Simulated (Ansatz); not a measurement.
# Dielectric response of BeS (110) films

Wanted: ε of zincblende BeS (110) by finite fields on slabs, and the band edges against the vacuum where run.

Main program and level: Ansatz 0.2.0; plane-wave DFT, PBEsol, Ansatz PAW (set soft_1); PAW set soft_1, in the first sound run; inputs show where later runs differ.

Report form: the programs' logs are mostly left out.

## Step 1: Starting point

The cell holds 10 atoms: 5 Be and 5 S. Its edges and angles: a = 3.444 Å, b = 4.870 Å, c = 24.887 Å, α = 90.0°, β = 90.0°, γ = 90.0°. It derives from BeS (zincblende BeS). Vacuum lies along c.

## Step 2: Relaxing the film, 10 atoms, units 5

The structure is relaxed first, because levels and dipoles at a surface follow the positions of the outer atoms.

File input.yaml:

```yaml
crystal:
  lattice:
    - [3.44361002, 0.0, 0.0]
    - [0.0, 4.87, 0.0]
    - [0.0, 0.0, 24.8872200488]
  atoms:
    - { symbol: Be, position: [0.5, 0.5, 0.3616313908] }
    - { symbol: S, position: [0.0, 0.75, 0.3616313908] }
    - { symbol: Be, position: [0.0, 0.0, 0.4308156954] }
    - { symbol: S, position: [0.5, 0.25, 0.4308156954] }
    - { symbol: Be, position: [0.5, 0.5, 0.5] }
    - { symbol: S, position: [0.0, 0.75, 0.5] }
    - { symbol: Be, position: [0.0, 0.0, 0.5691843046] }
    - { symbol: S, position: [0.5, 0.25, 0.5691843046] }
    - { symbol: Be, position: [0.5, 0.5, 0.6383686092] }
    - { symbol: S, position: [0.0, 0.75, 0.6383686092] }
kpoints:
  mp_grid: { grid: [8, 6, 1] }
hamiltonian:
  xc: pbesol
  pseudopotentials: { kind: paw, azcp: { folder: soft_1 }, xc_functional: pbe }
scf:
  occupations: { method: fixed }
  convergence: { dr2_threshold: 1.0e-09 }
efield:
  axis: 3
  dipole_correction: true
  ramp_position: 0.97
  ramp_width: 0.06
relax:
  f_tol: 0.003
  max_steps: 100
output:
  write_potential: true
  write_density: true
  volumetric_format: npy
```

On the command line:

```bash
$ ansatz run input.yaml --threads 4 --pin off --max-ram 8192MiB --backend cpu --events-out ev --progress --plain --runs-dir out
```

Run time: 27 s. Hardware: 4 threads of Arm Neoverse V2, shared host; peak memory 0.75 GiB.

Relaxation path:

| step | energy less that of the first step (eV) | largest force component (eV/Å) |
| --- | --- | --- |
| 1 | 0.0000 | 1.6799 |
| 2 | -0.7940 | 0.9036 |
| 3 | -1.1129 | 0.2901 |
| 4 | -1.1483 | 0.0438 |
| 5 | -1.1490 | 0.0259 |
| 6 | -1.1492 | 0.0025 |

Forces are held to the 2 operations that the run works with; a distortion that breaks them can't arise in this run.

The atoms that moved most (Å):

| atom | dx | dy | dz | length |
| --- | --- | --- | --- | --- |
| Be9 | 0.000 | 0.257 | -0.427 | 0.498 |
| Be1 | 0.000 | 0.257 | 0.427 | 0.498 |
| Be3 | 0.000 | -0.083 | -0.039 | 0.092 |
| Be7 | 0.000 | -0.083 | 0.039 | 0.092 |
| S4 | 0.000 | -0.086 | 0.012 | 0.087 |
| S8 | 0.000 | -0.086 | -0.012 | 0.087 |
| Be5 | 0.000 | -0.072 | 0.000 | 0.072 |
| S2 | 0.000 | -0.022 | -0.056 | 0.060 |

Numbers from this step:

```
gap on the k-mesh             : 2.558 eV
dipole along the normal       : 8.61e-8 e·Å
ionisation energy, upper face : 6.549 eV
electron affinity, upper face : 3.991 eV
```

Running mean over 1.722 Å of the planar mean; the ramp of the sawtooth is left out. Electron's electrostatic potential energy less the highest filled level against z:

z (Å), electron's electrostatic potential energy less the highest filled level (eV) and a bar from the least value:
```
        4       6.55 ##############################
        5       6.55 ##############################
        6       6.54 ##############################
        7       6.35 #############################
        8       3.50 #####################
        9      -1.65 #####
       10      -3.43 
       11      -2.93 #
       12      -2.69 ##
       13      -2.69 ##
       14      -3.00 #
       15      -3.32 
       16      -1.29 ######
       17       4.09 #######################
       18       6.41 ##############################
       19       6.54 ##############################
       20       6.55 ##############################
       21       6.55 ##############################
```

The relaxation took 6 steps and lowered the energy by 1.1 eV; the largest force on the free atoms ends at 0.0025 eV/Å.

The gap is 2.56 eV, with the valence edge 6.55 eV and the conduction edge 3.99 eV under the upper vacuum level.

## Step 3: Single point on the relaxed film, 10 atoms, units 5

The film was relaxed beforehand; a single point on the relaxed positions gives its levels and potential.

input.yaml, the sections that differ from step 2:

```yaml
crystal:
  lattice:
    - [3.44361002, 0.0, 0.0]
    - [0.0, 4.87, 0.0]
    - [0.0, 0.0, 24.8872200488]
  atoms:
    - { symbol: Be, position: [0.5, 0.5527433998, 0.3787817926] }
    - { symbol: S, position: [0.0, 0.7454396084, 0.3593753287] }
    - { symbol: Be, position: [0.0, -0.0169625205, 0.4292308551] }
    - { symbol: S, position: [0.5, 0.2323123172, 0.4313043791] }
    - { symbol: Be, position: [0.5, 0.4852950975, 0.5000000005] }
    - { symbol: S, position: [0.0, 0.7376390895, 0.4999999989] }
    - { symbol: Be, position: [0.0, -0.0169624653, 0.5707691441] }
    - { symbol: S, position: [0.5, 0.2323123654, 0.5686956191] }
    - { symbol: Be, position: [0.5, 0.5527434391, 0.6212182089] }
    - { symbol: S, position: [0.0, 0.7454396688, 0.640624673] }
output:
  eigenvalues: true
  write_potential: true
  write_density: true
  volumetric_format: npy
# kpoints, hamiltonian, scf, efield: as in step 2
# relax: removed
```

The job ended after 8.6 s (4 threads; peak memory 0.78 GiB).

This step gave:

- dipole along the normal: 1.70e-5 e·Å

Running mean over 1.722 Å of the planar mean; the ramp of the sawtooth is left out. Electron's electrostatic potential energy less the highest filled level against z:

| z (Å) | electron's electrostatic potential energy less the highest filled level (eV) |
| --- | --- |
| 3.5 | 6.55 |
| 4.0 | 6.55 |
| 4.5 | 6.55 |
| 5.0 | 6.55 |
| 5.5 | 6.55 |
| 6.0 | 6.54 |
| 6.5 | 6.51 |
| 7.0 | 6.35 |
| 7.5 | 5.61 |
| 8.0 | 3.50 |
| 8.5 | 0.543 |
| 9.0 | -1.65 |
| 9.5 | -2.68 |
| 10.0 | -3.43 |
| 10.5 | -3.34 |
| 11.0 | -2.93 |
| 11.5 | -2.73 |
| 12.0 | -2.69 |
| 12.5 | -2.68 |
| 13.0 | -2.69 |
| 13.5 | -2.76 |
| 14.0 | -3.00 |
| 14.5 | -3.42 |
| 15.0 | -3.32 |
| 15.5 | -2.46 |
| 16.0 | -1.29 |
| 16.5 | 1.22 |
| 17.0 | 4.09 |
| 17.5 | 5.88 |
| 18.0 | 6.41 |
| 18.5 | 6.52 |
| 19.0 | 6.54 |
| 19.5 | 6.55 |
| 20.0 | 6.55 |
| 20.5 | 6.55 |
| 21.0 | 6.55 |
| 21.5 | 6.55 |

The gap is 2.56 eV, with the valence edge 6.55 eV and the conduction edge 3.99 eV under the upper vacuum level.

## Step 4: Single point, 10 atoms, units 5, field 0.1 V/Å

A sawtooth potential applies the field, turning back in the middle of the vacuum. With the dipole correction the typed value is the field outside the slab. The induced dipole is small, so the SCF threshold is tight.

input.yaml: that of step 3 with these lines changed.

```diff
@@ -23,3 +23,3 @@
   occupations: { method: fixed }
-  convergence: { dr2_threshold: 1.0e-09 }
+  convergence: { dr2_threshold: 1.0e-10 }
 efield:
@@ -27,6 +27,6 @@
   dipole_correction: true
-  ramp_position: 0.97
-  ramp_width: 0.06
+  ramp_position: 0.952
+  ramp_width: 0.0959
+  amplitude: 0.1
 output:
-  eigenvalues: true
   write_potential: true
```

The job ended after 8.1 s (4 threads; peak memory 0.76 GiB).

This step gave:

```yaml
gap_on_the_k_mesh: 2.553 eV
dipole_along_the_normal: 0.07011 e·Å
```

The dipole is 0.0701 e·Å, and the gap on the mesh 2.553 eV.

## Step 5: Atoms held, 10 atoms, units 5, field -0.1 V/Å

input.yaml: that of step 4 with these lines changed.

```diff
@@ -29,3 +29,3 @@
   ramp_width: 0.0959
-  amplitude: 0.1
+  amplitude: -0.1
 output:
```

Run time: 8 s. Hardware: 4 threads; peak memory 0.76 GiB.

The dipole is -0.0701 e·Å, and the gap on the mesh 2.553 eV.

## Step 6: Response with the atoms held, 10 atoms, units 5

This step: plane-wave DFT, PBEsol, Ansatz PAW (set soft_1); response to a field along the normal, atoms held; PAW set soft_1 (Ansatz 0.2.0).

The two fields give this film's response with the atoms held: the electronic part.

Numbers from this step:

- equivalent conductor thickness p/(ε₀AE): 7.564 Å
- distance between the outer atoms: 7.000 Å
- thickness: 8.609 Å

Local field over the applied field, running mean. From the potentials at -0.1 and 0.1 V/Å; running mean over 1.722 Å, taken twice. The local field over applied field by z:

| z (Å) | local field over applied field |
| --- | --- |
| 5 | 0.997 |
| 6 | 0.976 |
| 7 | 0.853 |
| 8 | 0.555 |
| 9 | 0.261 |
| 10 | 0.169 |
| 11 | 0.181 |
| 12 | 0.178 |
| 13 | 0.179 |
| 14 | 0.180 |
| 15 | 0.171 |
| 16 | 0.285 |
| 17 | 0.595 |
| 18 | 0.876 |
| 19 | 0.981 |
| 20 | 0.998 |

Electrons, planar mean, per unit field. The induced electron density by z:

z (Å), induced electron density (e/Å³ per V/Å) and a bar from the least value:
```
      4.5    0.00000 ###############
      5.0    0.00001 ###############
      5.5    0.00003 ###############
      6.0    0.00010 ###############
      6.5    0.00031 ################
      7.0    0.00088 ###################
      7.5    0.00205 #########################
      8.0    0.00310 ##############################
      8.5    0.00191 ########################
      9.0    0.00095 ###################
      9.5    0.00059 ##################
     10.0   -0.00077 ###########
     10.5   -0.00068 ###########
     11.0    0.00056 ##################
     11.5    0.00042 #################
     12.0   -0.00063 ############
     12.5    0.00014 ###############
     13.0    0.00050 #################
     13.5   -0.00064 ############
     14.0   -0.00031 #############
     14.5    0.00088 ###################
     15.0    0.00052 #################
     15.5   -0.00084 ###########
     16.0   -0.00096 ##########
     16.5   -0.00235 ###
     17.0   -0.00299 
     17.5   -0.00174 ######
     18.0   -0.00070 ###########
     18.5   -0.00025 ##############
     19.0   -0.00008 ##############
     19.5   -0.00002 ###############
     20.0   -0.00001 ###############
     20.5    0.00000 ###############
```

By hand: between -0.1 and 0.1 V/Å the dipole changes by 0.1402 e·Å, a slope of 0.7011 e·Å²/V. A perfect conductor of thickness t has p = ε₀AEt, so t = 180.95 × 0.7011 / 16.770 = 7.56 Å (e/ε₀ = 180.95 V·Å, A in Å²).

The induced dipole is that of a conductor 7.56 Å thick.

## Step 7: Field on, atoms free, 10 atoms, field 0.05 V/Å

This step: plane-wave DFT, PBEsol, Ansatz PAW (set soft_1); PAW set soft_1 (Ansatz 0.2.0).

Now the atoms may follow the field. A weak field makes forces of meV/Å to tens of meV/Å, so the force tolerance is set well below the usual one.

input.yaml: that of step 5 with these lines changed.

```diff
@@ -27,5 +27,8 @@
   dipole_correction: true
-  ramp_position: 0.952
-  ramp_width: 0.0959
-  amplitude: -0.1
+  ramp_position: 0.97
+  ramp_width: 0.06
+  amplitude: 0.05
+relax:
+  f_tol: 0.0006
+  max_steps: 70
 output:
```

Run time: 17 s. Hardware: 4 threads; peak memory 0.72 GiB.

No atom moved by 0.005 Å in the relaxation.

This step gave:

| Item | Value |
| --- | --- |
| gap on the k-mesh | 2.558 eV |
| dipole along the normal | 0.03725 e·Å |

The relaxation took 4 steps and lowered the energy by 5.5e-5 eV; the largest force on the free atoms ends at 4.4e-4 eV/Å.

The dipole is 0.0373 e·Å, and the gap on the mesh 2.558 eV.

## Step 8: Relaxing in the field, 10 atoms, field -0.05 V/Å

The opposite sign, again from the field-free geometry; the difference of the two cancels what relaxes without a field.

input.yaml: that of step 7 with these lines changed.

```diff
@@ -29,3 +29,3 @@
   ramp_width: 0.06
-  amplitude: 0.05
+  amplitude: -0.05
 relax:
```

It took 17 s on 4 threads; peak memory 0.71 GiB.

Hardly anything moved in the relaxation; the energy changed by under 0.2 meV an atom.

The relaxation took 4 steps and lowered the energy by 5.5e-5 eV; the largest force on the free atoms ends at 4.4e-4 eV/Å.

The dipole is -0.0373 e·Å, and the gap on the mesh 2.558 eV.

## Step 9: Response with the atoms relaxed, 10 atoms, units 5

This step: plane-wave DFT, PBEsol, Ansatz PAW (set soft_1); response to a field along the normal, atoms relaxed; PAW set soft_1 (Ansatz 0.2.0).

The two relaxed runs give the static response.

Numbers from this step:

| Quantity | Value |
| --- | --- |
| equivalent conductor thickness p/(ε₀AE) | 8.039 Å |
| distance between the outer atoms | 6.999 Å |

Local field over the applied field, running mean. From the potentials at -0.05 and 0.05 V/Å; running mean over 1.722 Å, taken twice. The local field over applied field by z:

| z (Å) | local field over applied field |
| --- | --- |
| 4.5 | 0.999 |
| 5.0 | 0.997 |
| 5.5 | 0.991 |
| 6.0 | 0.973 |
| 6.5 | 0.920 |
| 7.0 | 0.820 |
| 7.5 | 0.708 |
| 8.0 | 0.565 |
| 8.5 | 0.408 |
| 9.0 | 0.237 |
| 9.5 | 0.0929 |
| 10.0 | 0.0535 |
| 10.5 | 0.0707 |
| 11.0 | 0.121 |
| 11.5 | 0.158 |
| 12.0 | 0.169 |
| 12.5 | 0.170 |
| 13.0 | 0.167 |
| 13.5 | 0.153 |
| 14.0 | 0.109 |
| 14.5 | 0.0625 |
| 15.0 | 0.0544 |
| 15.5 | 0.118 |
| 16.0 | 0.278 |
| 16.5 | 0.443 |
| 17.0 | 0.601 |
| 17.5 | 0.736 |
| 18.0 | 0.843 |
| 18.5 | 0.937 |
| 19.0 | 0.979 |
| 19.5 | 0.994 |
| 20.0 | 0.998 |
| 20.5 | 0.999 |

The induced dipole is that of a conductor 8.04 Å thick.

## Step 10: Relaxation, 16 atoms, units 8

This step: plane-wave DFT, PBEsol, Ansatz PAW (set soft_1); PAW set soft_1 (Ansatz 0.2.0).

System of this step: BeS (110), 8 units. The cell holds 16 atoms: 8 Be and 8 S. Its edges and angles: a = 3.444 Å, b = 4.870 Å, c = 30.053 Å, α = 90.0°, β = 90.0°, γ = 90.0°. It derives from BeS (zincblende BeS). Vacuum lies along c.

The next thickness, treated alike, so that differences show the interior and the faces cancel.

File input.yaml:

```yaml
crystal:
  lattice:
    - [3.44361002, 0.0, 0.0]
    - [0.0, 4.87, 0.0]
    - [0.0, 0.0, 30.0526350853]
  atoms:
    - { symbol: Be, position: [0.5, 0.5, 0.299474571] }
    - { symbol: S, position: [0.0, 0.75, 0.299474571] }
    - { symbol: Be, position: [0.0, 0.0, 0.3567675507] }
    - { symbol: S, position: [0.5, 0.25, 0.3567675507] }
    - { symbol: Be, position: [0.5, 0.5, 0.4140605304] }
    - { symbol: S, position: [0.0, 0.75, 0.4140605304] }
    - { symbol: Be, position: [0.0, 0.0, 0.4713535101] }
    - { symbol: S, position: [0.5, 0.25, 0.4713535101] }
    - { symbol: Be, position: [0.5, 0.5, 0.5286464899] }
    - { symbol: S, position: [0.0, 0.75, 0.5286464899] }
    - { symbol: Be, position: [0.0, 0.0, 0.5859394696] }
    - { symbol: S, position: [0.5, 0.25, 0.5859394696] }
    - { symbol: Be, position: [0.5, 0.5, 0.6432324493] }
    - { symbol: S, position: [0.0, 0.75, 0.6432324493] }
    - { symbol: Be, position: [0.0, 0.0, 0.700525429] }
    - { symbol: S, position: [0.5, 0.25, 0.700525429] }
kpoints:
  mp_grid: { grid: [8, 6, 1] }
hamiltonian:
  xc: pbesol
  pseudopotentials: { kind: paw, azcp: { folder: soft_1 }, xc_functional: pbe }
scf:
  occupations: { method: fixed }
  convergence: { dr2_threshold: 1.0e-09 }
efield:
  axis: 3
  dipole_correction: true
  ramp_position: 0.97
  ramp_width: 0.06
relax:
  f_tol: 0.003
  max_steps: 100
output:
  write_potential: true
  write_density: true
  volumetric_format: npy
```

The job ended after 54 s (4 threads; peak memory 1 GiB; 3.5 min of CPU time).

The steps of the relaxation:

| step | energy less that of the first step (eV) | largest force component (eV/Å) |
| --- | --- | --- |
| 1 | 0.0000 | 1.6883 |
| 2 | -0.7819 | 0.8980 |
| 3 | -1.0952 | 0.3061 |
| 4 | -1.1440 | 0.0442 |
| 5 | -1.1459 | 0.0145 |
| 6 | -1.1459 | 0.0017 |

The run keeps the 2 symmetry operations that it works with, so distortions that break them were not tested.

The atoms that moved most (Å):

| atom | dx | dy | dz | length |
| --- | --- | --- | --- | --- |
| Be1 | 0.000 | 0.283 | 0.453 | 0.534 |
| Be15 | 0.000 | 0.283 | -0.453 | 0.534 |
| S14 | 0.000 | -0.058 | -0.042 | 0.071 |
| S4 | 0.000 | -0.058 | 0.042 | 0.071 |
| Be11 | 0.000 | -0.043 | -0.040 | 0.059 |
| Be5 | 0.000 | -0.043 | 0.040 | 0.059 |
| Be13 | 0.000 | -0.053 | 0.020 | 0.057 |
| Be3 | 0.000 | -0.053 | -0.020 | 0.057 |

The relaxation took 6 steps and lowered the energy by 1.1 eV; the largest force on the free atoms ends at 0.0017 eV/Å.

The gap is 2.72 eV, with the valence edge 6.51 eV and the conduction edge 3.78 eV under the upper vacuum level.

## Step 11: Single point on the relaxed film, 16 atoms, units 8

File input.yaml:

```yaml
crystal:
  lattice:
    - [3.44361002, 0.0, 0.0]
    - [0.0, 4.87, 0.0]
    - [0.0, 0.0, 30.0526350853]
  atoms:
    - { symbol: Be, position: [0.5, 0.5580874498, 0.3145626955] }
    - { symbol: S, position: [0.0, 0.7506992853, 0.2983818205] }
    - { symbol: Be, position: [0.0, -0.010855906, 0.3560916766] }
    - { symbol: S, position: [0.5, 0.2381374194, 0.3581668227] }
    - { symbol: Be, position: [0.5, 0.4911996936, 0.4153887987] }
    - { symbol: S, position: [0.0, 0.741733372, 0.4145200501] }
    - { symbol: Be, position: [0.0, -0.0089915674, 0.4714036999] }
    - { symbol: S, position: [0.5, 0.2399903896, 0.4718088378] }
    - { symbol: Be, position: [0.5, 0.4910084227, 0.5285962985] }
    - { symbol: S, position: [0.0, 0.73999038, 0.5281911632] }
    - { symbol: Be, position: [0.0, -0.0088003336, 0.5846111992] }
    - { symbol: S, position: [0.5, 0.2417333429, 0.5854799518] }
    - { symbol: Be, position: [0.5, 0.4891440398, 0.6439083214] }
    - { symbol: S, position: [0.0, 0.7381373712, 0.6418331797] }
    - { symbol: Be, position: [0.0, 0.0580874065, 0.6854373036] }
    - { symbol: S, position: [0.5, 0.2506992342, 0.7016181808] }
kpoints:
  mp_grid: { grid: [8, 6, 1] }
hamiltonian:
  xc: pbesol
  pseudopotentials: { kind: paw, azcp: { folder: soft_1 }, xc_functional: pbe }
scf:
  occupations: { method: fixed }
  convergence: { dr2_threshold: 1.0e-09 }
efield:
  axis: 3
  dipole_correction: true
  ramp_position: 0.97
  ramp_width: 0.06
output:
  eigenvalues: true
  write_potential: true
  write_density: true
  volumetric_format: npy
  elf: true
```

Elapsed: 16 s, on 4 threads; peak memory 1.1 GiB.

The gap is 2.72 eV, with the valence edge 6.51 eV and the conduction edge 3.78 eV under the upper vacuum level.

## Step 12: Atoms held, 16 atoms, units 8, field 0.1 V/Å

input.yaml: that of step 11 with these lines changed.

```diff
@@ -29,3 +29,3 @@
   occupations: { method: fixed }
-  convergence: { dr2_threshold: 1.0e-09 }
+  convergence: { dr2_threshold: 1.0e-10 }
 efield:
@@ -33,6 +33,6 @@
   dipole_correction: true
-  ramp_position: 0.97
-  ramp_width: 0.06
+  ramp_position: 0.9595
+  ramp_width: 0.081
+  amplitude: 0.1
 output:
-  eigenvalues: true
   write_potential: true
@@ -40,2 +40 @@
   volumetric_format: npy
-  elf: true
```

Wall time 17 s (4 threads); peak memory 1.1 GiB; 67 s of CPU time.

The dipole is 0.109 e·Å, and the gap on the mesh 2.628 eV.

## Step 13: Single point, 16 atoms, units 8, field -0.1 V/Å

input.yaml: that of step 12 with these lines changed.

```diff
@@ -35,3 +35,3 @@
   ramp_width: 0.081
-  amplitude: 0.1
+  amplitude: -0.1
 output:
```

The job ended after 17 s (4 threads; peak memory 1.1 GiB).

The dipole is -0.109 e·Å, and the gap on the mesh 2.628 eV.

## Step 14: Response with the atoms held, 16 atoms, units 8

This step: plane-wave DFT, PBEsol, Ansatz PAW (set soft_1); response to a field along the normal, atoms held; PAW set soft_1 (Ansatz 0.2.0).

Local field over the applied field, running mean. From the potentials at -0.1 and 0.1 V/Å; running mean over 1.722 Å, taken twice. Table of local field over applied field by z:

| z (Å) | local field over applied field |
| --- | --- |
| 4.5 | 0.999 |
| 5.0 | 0.998 |
| 5.5 | 0.992 |
| 6.0 | 0.977 |
| 6.5 | 0.938 |
| 7.0 | 0.858 |
| 7.5 | 0.729 |
| 8.0 | 0.564 |
| 8.5 | 0.397 |
| 9.0 | 0.267 |
| 9.5 | 0.192 |
| 10.0 | 0.169 |
| 10.5 | 0.174 |
| 11.0 | 0.182 |
| 11.5 | 0.185 |
| 12.0 | 0.183 |
| 12.5 | 0.181 |
| 13.0 | 0.182 |
| 13.5 | 0.183 |
| 14.0 | 0.185 |
| 14.5 | 0.186 |
| 15.0 | 0.186 |
| 15.5 | 0.186 |
| 16.0 | 0.185 |
| 16.5 | 0.183 |
| 17.0 | 0.182 |
| 17.5 | 0.181 |
| 18.0 | 0.183 |
| 18.5 | 0.185 |
| 19.0 | 0.183 |
| 19.5 | 0.175 |
| 20.0 | 0.169 |
| 20.5 | 0.188 |
| 21.0 | 0.256 |
| 21.5 | 0.381 |
| 22.0 | 0.546 |
| 22.5 | 0.713 |
| 23.0 | 0.847 |
| 23.5 | 0.932 |
| 24.0 | 0.974 |
| 24.5 | 0.991 |
| 25.0 | 0.997 |
| 25.5 | 0.999 |

The induced dipole is that of a conductor 11.73 Å thick.

[end of part 1 of 2]

[Logs are printed without paths, hosts, clocks, repeated set-up lines and the standing remarks that a program may print on its own settings, such as how far it seeks lower states.]

[Hosts, paths, dates, database ids (printed as entryN), source tags and the programs' standing remarks are cut or masked in the printed files.]

[Maps of the electrostatic potential energy from Ansatz leave out the sawtooth potential of an applied field or a dipole correction, so their vacuum need not be flat; planar profiles and work functions include it.]
